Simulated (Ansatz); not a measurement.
**N (P6_3/mmc), work and stress of cleavage**

Level of theory: DFT PBE+D3(BJ), scalar-relativistic, plane waves, PAW (Ansatz 0.2.0). The runs took a 420 eV cutoff, a Γ-centred 7×7×2 mesh and Gaussian smearing (0.05 eV). No spin polarisation. Energies are free energies at this smearing, counted from the undisturbed cell; pressure is positive in compression.

Reference structure (relaxed at this level; it needn't be the usual structure):

```
N
1.0
    -3.81655    0.00000    0.00000
    -1.90828   -3.30523    0.00000
     0.00000    0.00000   14.82904
N
8
Cartesian
  -1.9083 -1.1017 13.5265
  -1.9083 -1.1017 6.1120
  -1.9083 -1.1017 12.4243
  -1.9083 -1.1017 5.0098
  -3.8166 -2.2035 2.4047
  -3.8166 -2.2035 9.8192
  -3.8166 -2.2035 1.3026
  -3.8166 -2.2035 8.7171
```

The cut lies on the cell's a–b face, a (0 0 1) plane (indices in the standard cell, whose axes needn't be the Cartesian ones shown) of area 12.61 Å², between layers 2.61 Å apart. Vector c is lengthened by d along the normal with the atoms' Cartesian places fixed: one unrelaxed cut a cell. The traction is positive where the two halves pull on each other.

| d (Å) | energy (J/m²) | traction (GPa) |
| --- | --- | --- |
| -0.30 | 0.0107 | -0.753 |
| -0.15 | 0.0027 | -0.331 |
| 0.00 | 0.0000 | -0.043 |
| 0.25 | 0.0027 | 0.231 |
| 0.50 | 0.0105 | 0.338 |
| 0.75 | 0.0191 | 0.352 |
| 1.00 | 0.0273 | 0.311 |
| 1.50 | 0.0401 | 0.203 |
| 2.00 | 0.0482 | 0.128 |
| 3.00 | 0.0561 | 0.048 |
| 4.50 | 0.0603 | 0.017 |
| 6.00 | 0.0622 | 0.008 |

Q: What are the work of separation and the cleavage stress, and do they fit the universal binding curve?

A: The energy levels off near W ≈ 0.0622 J/m² (the traction is down to 0.008 GPa), the energy of the two unrelaxed faces, 0.0311 J/m² each on average. The largest sampled traction is 0.352 GPa at d = 0.75 Å, and a parabola through it and its two neighbours peaks at σ_max ≈ 0.354 GPa, d ≈ 0.69 Å. The curve E = W[1 − (1 + d/ℓ)exp(−d/ℓ)] peaks in traction at d = ℓ with σ_max = W/(eℓ); with 1 J/m² per Å = 10 GPa this W and σ_max give ℓ = 0.65 Å. A parabola through that curve at the same three d peaks at 0.67 Å, against 0.69 Å here, a fair fit. Real crystals break at far lower stress, because cracks concentrate it.

The crystal is built of separate molecules, and the cut parts neighbours that are weakly bound, with dispersion added by D3.

The cut is rigid; relaxing the faces lowers these energies and usually the stresses.

Cost: 12 runs of about 0.99 core-minutes in all, on Arm Neoverse V1 (shared hosts).